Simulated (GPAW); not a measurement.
# ZnS (F-43m) in GPAW: further runs, part 2 of 2

GPAW 26.7.0.

### 4 Dielectric tensor, PBE

This run uses another cell than the first one, of 20.12 Å³/atom, 0.962 times its volume.

File run.py:

```python
import numpy as np
from ase import Atoms
from ase.dft.bandgap import bandgap
from ase.io import write
from gpaw import GPAW, PW
from gpaw.response.df import DielectricFunction

atoms = Atoms(['Zn', 'S'],
              cell=[[0.0, 2.7198945612, 2.7198945612],
                    [2.7198945612, 0.0, 2.7198945612],
                    [2.7198945612, 2.7198945612, 0.0]],
              scaled_positions=[[0.75, 0.75, 0.75],
                                [0.0, 0.0, 0.0]],
              pbc=True)

calc = GPAW(mode=PW(450),
            xc='PBE',
            kpts={'size': (7, 7, 7), 'gamma': True},
            occupations={'name': 'fermi-dirac', 'width': 0.001},
            nbands=18,
            convergence={'density': 1e-06},
            maxiter=150,
            txt='gpaw.txt')
atoms.calc = calc
energy = atoms.get_potential_energy()
calc.write('gs.gpw')
write('result.traj', atoms)
print(f'Energy: {energy:.6f} eV')
print('Fermi level:', round(calc.get_fermi_level(), 4), 'eV')
print(f'Gap: {bandgap(calc)[0]:.4f} eV, direct: {bandgap(calc, direct=True)[0]:.4f} eV')

for size in [(21, 21, 21)]:
    name = 'x'.join(str(n) for n in size)
    dense = calc.fixed_density(kpts={'size': size, 'gamma': True},
                               nbands=35, convergence={'bands': 29, 'eigenstates': 1e-7},
                               update_fermi_level=True, txt=f'dense-{name}.txt')
    dense.write(f'{name}.gpw', mode='all')
    df = DielectricFunction(f'{name}.gpw', frequencies=np.array([0.0]), hilbert=False, eta=0.001,
                            ecut=80, nbands=29, intraband=False, txt=f'df-{name}.txt')
    for xc in ['RPA']:
        for direction in ['x', 'y', 'z', [0, 1, 1], [1, 0, 1], [1, 1, 0]]:
            e0, e = df.get_macroscopic_dielectric_constant(xc=xc, direction=direction)
            print(f'{name} {xc} {direction}: {e0:.4f} without, {e:.4f} with local fields')
```

Potentials or basis: GPAW PAW data sets (gpaw-data 1.2.1), pw.

Launch:

```console
> OMP_NUM_THREADS=1 python run.py
```

gpaw.txt:

```text
__  _  _
 | _ |_)|_||  |
 |__||  | ||/\| - 26.7.0

Input parameters:
  mode=PW(ecut=450.00000000000006),
  convergence={'density': 1e-06},
  kpts=MonkhorstPack(size=(7, 7, 7), gamma=True),
  maxiter=150,
  nbands=18,
  occupations=Occupations(name='fermi-dirac', width=0.001),
  xc=XC(name='PBE')

Diagonalizing LCAO Hamiltonian
Converting LCAO to pw mode

                    Zn

       S

Atoms  # Å, Bohr magnetons
|   | symbol |        x |        y |        z |    initial magnetic moments |
|---|--------|----------|----------|----------|-----------------------------|
| 0 |     Zn | 4.079842 | 4.079842 | 4.079842 | ( 0.0000,  0.0000,  0.0000) |
| 1 |      S | 0.000000 | 0.000000 | 0.000000 | ( 0.0000,  0.0000,  0.0000) |

Unit cell  # Å
| periodic |        x |        y |        z |  lengths |    angles |
|----------|----------|----------|----------|----------|-----------|
|      yes | 0.000000 | 2.719895 | 2.719895 | 3.846512 | 60.000000 |
|      yes | 2.719895 | 0.000000 | 2.719895 | 3.846512 | 60.000000 |
|      yes | 2.719895 | 2.719895 | 0.000000 | 3.846512 | 60.000000 |

Number of symmetries: 24
Symmetry operations  # r_c * U_cc + t_c -> r_c
|    | kind |            matrix            |
|----|------|------------------------------|
|  0 |  E   |  1, 0, 0,  0, 1, 0,  0, 0, 1 |
|  1 |  σ   |  1, 0, 0,  0, 0, 1,  0, 1, 0 |
|  2 |  σ   |  1, 0,-1,  0, 1,-1,  0, 0,-1 |
|  3 |  C3  |  1, 0,-1,  0, 0,-1,  0, 1,-1 |
|  4 |  C3  |  1,-1, 0,  0,-1, 1,  0,-1, 0 |
|  5 |  σ   |  1,-1, 0,  0,-1, 0,  0,-1, 1 |
|  6 |  σ   |  0, 1, 0,  1, 0, 0,  0, 0, 1 |
[... 127 lines left out ...]
  Good broyden scale: 1.0
  Trust region scale: 1.0
  Backstep threshold: 4.0
  History deletion threshold: 6.0
  Fourier metric: weight=20.0, sigma=0.015

occupation numbers:
  Fermi-Dirac:
    width: 0.0010  # eV

poisson solver:
  ecut: 3600.0000000000005  # eV

xc functional:
  name: PBE with 2 nearest neighbor stencil

convergence criteria:
- Maximum integral of absolute [dens]ity change: 1e-06 electrons / valence electron
- Maximum [total energy] change in last 3 cyles: 0.0005 eV / valence electron
- Maximum integral of absolute [eigenst]ate change: 4e-08 eV^2 / valence electron
maximum number of iterations: 150

SCF iterations
|iter     | |      energy | eigst |  dens |
|---------|-|-------------|-------|-------|
|iter:   1| |   -7.279318 | -0.22 |       |
|iter:   2| |   -7.191847 | -1.88 | -1.18 |
|iter:   3| |   -6.905958 | -1.52 | -1.23 |
|iter:   4| |   -6.905840 | -2.75 | -1.79 |
|iter:   5| |   -6.907112c| -3.87 | -2.23 |
|iter:   6| |   -6.907048c| -4.40 | -3.01 |
|iter:   7| |   -6.907069c| -5.37 | -3.51 |
|iter:   8| |   -6.907075c| -6.06 | -3.87 |
|iter:   9| |   -6.907075c| -8.27c| -4.87 |
|iter:  10| |   -6.907075c| -7.77c| -5.38 |
|iter:  11| |   -6.907075c| -9.10c| -6.25c|

Converged in 11 steps
Energy contributions relative to reference atoms: (reference = -59718.946550)

Energy contributions:
  Kinetic:          10.171793
  Coulomb:          -8.679260
  Zero:              0.020911
  External:          0.000000
  Xc:               -8.420519
  Entropy:          -0.000000
  Spinorbit:         0.000000
  ----------------------------
  Free energy:      -6.907075
  Extrapolated:     -6.907075

dipole moment: (-14.706324, -14.706324, -14.706324)  # |e|*Ang

Fermi level: 4.240
Eigenvalues  # (at kpt = [0.000, 0.000, 0.000])
| band index |      eig [eV] | occ [0-2] |
|------------|---------------|-----------|
|          0 |        -9.463 |     2.000 |
|          1 |        -2.698 |     2.000 |
|          2 |        -2.698 |     2.000 |
|          3 |        -2.698 |     2.000 |
|          4 |        -2.226 |     2.000 |
|          5 |        -2.226 |     2.000 |
[... 10 lines left out ...]
|         16 |        18.014 |     0.000 |
|         17 |        18.014 |     0.000 |

Gap: 2.020 eV
Transition (v -> c):
  (s=0, k=0, n=8, [0.00, 0.00, 0.00]) -> (s=0, k=0, n=9, [0.00, 0.00, 0.00])
No difference between direct/indirect transitions
# Writing to gs.gpw (mode='')
```

It took 3 min on 1 thread of Arm Neoverse V1, shared host; peak memory 0.48 GiB.

Results:

```
Free energy                             : -6.9071 eV
Band gap on the k mesh                  : 2.02 eV, direct
Electronic dielectric tensor (diagonal) : 5.58
```

Electronic dielectric tensor:
```
5.58 0.00 0.00
0.00 5.58 0.00
0.00 0.00 5.58
```

Caveat: the long-wavelength limit can be off by several per cent where d states take part; an odd mesh through Γ misses points on the zone boundary, where band edges often lie.

### 5 The runs side by side

```tsv
cell	gap on the mesh (eV)
F-43m, 20.91 Å³/atom	1.86
F-43m, 19.73 Å³/atom	2.11
F-43m, 20.12 Å³/atom	2.02
```

Alike in all rows: task dielectric tensor; level PBE; potentials or basis GPAW PAW data sets (gpaw-data 1.2.1), pw; no spin polarisation; k mesh 7 × 7 × 7; cutoff (eV) 450; smearing fermi-dirac 0.001 eV.

On the cell as given the gap runs from 1.86 eV (PBE) to 2.11 eV (PBE).

Caveats: the long-wavelength limit can be off by several per cent where d states take part; an odd mesh through Γ misses points on the zone boundary, where band edges often lie.

Absolute energies hang on the potentials; compare differences alone.

### 6 Against experiment

Step 2. The gap isn't set beside the deposited one, since this odd mesh misses points on the zone boundary. Measured high-frequency dielectric constant of ZnS: 5.14 (a printed reference work, monograph). This calculation gives 5.61 (+9.1 %).

Step 3. The gap isn't set beside the deposited one, since this odd mesh misses points on the zone boundary. Against the measured high-frequency dielectric constant of ZnS, 5.14 (a printed reference work, monograph), the calculated 5.57 is off by +8.3 %.

Step 4. The gap isn't set beside the deposited one, since this odd mesh misses points on the zone boundary. Measured high-frequency dielectric constant of ZnS: 5.14 (a printed reference work, monograph). This calculation gives 5.58 (+8.5 %).
